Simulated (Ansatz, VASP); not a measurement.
# MgB2 in VASP and in Ansatz

```
Mg B
1.0
     3.08500    0.00000    0.00000
    -1.54250    2.67169    0.00000
     0.00000    0.00000    3.52300
Mg B
1 2
Direct
  0.00000 0.00000 0.00000
  0.66667 0.33333 0.50000
  0.33333 0.66667 0.50000
```

Alike in both runs: functional PBE; k mesh 10 × 10 × 8; occupations gaussian, width 0.02 eV; no spin polarisation.

|  | VASP | Ansatz |
| --- | --- | --- |
| version | VASP 6.6.1 | Ansatz 0.2.0 |
| potentials or method | VASP PAW PBE potentials, release 64 (Mg, B) | Ansatz PAW |
| plane-wave cutoff (eV) | 520 | 420 |
| valence electrons in the cell | 8 | 16 |
| task | electron localisation function | single point |

```tsv
	VASP	Ansatz	Ansatz less VASP
gap on the k mesh at the Fermi level (eV)	none	none	-
pressure (GPa)	-1.1	-0.9	+0.26
largest component of the traceless stress (GPa)	0.63	0.53	-0.106
```

A gap of «none» marks a metal or a gap that the smearing closes. The two sets of potentials don't hold the same shells in valence.
